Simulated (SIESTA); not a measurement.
AlNi3:

```
CELL_PARAMETERS angstrom
3.52305 0.00000 0.00000
0.00000 3.52305 0.00000
0.00000 0.00000 3.52305
ATOMIC_POSITIONS crystal
Ni 0.50269 0.49641 0.01358
Ni 0.50059 0.00624 0.49795
Ni 0.98379 0.49754 0.50453
Al 0.99986 0.99934 0.99802
```

The cell is a database's computed one.

The cell isn't the ideal one: atoms moved at random, drawn with an rms of 0.05 Å.

Base run:

```yaml
Program: SIESTA 5.4.2
Functional: PBEsol
Potentials_or_basis: PseudoDojo 0.4 standard (PBEsol files)
Basis: DZP (energy shift 0.003 Ry; two zetas on semicore shells)
Grid_cutoff: 800 Ry
Energy_shift: 0.003 Ry
k_mesh: 8 × 8 × 8
Occupations: fermi-dirac, width 0.05 eV
Spin: collinear spin, ferromagnetic start
Starting_moments: "[1.0, 1.0, 1.0, 0.0] μB"
```

Its results: band gap on the k mesh none (metal or under the smearing width); pressure -1.3 GPa; net moment 0.64 μB per cell; site moments Ni +0.23; Al -0.05 μB; largest force 0.660 eV/Å.

Task: The run is repeated on the same cell with these changes: functional from PBEsol to PBE; potentials or basis from PseudoDojo 0.4 standard (PBEsol files) to PseudoDojo 0.4 standard (PBE files). What comes out?

Result: Band gap on the k mesh none (metal or under the smearing width); pressure 6.4 GPa; net moment 0.69 μB per cell; site moments Ni +0.25; Al -0.06 μB; largest force 0.709 eV/Å.

Caveats: short orbitals over semicore shells can move pressures by several GPa; the basis of atomic orbitals isn't converged, which shifts pressures, moduli and gaps.
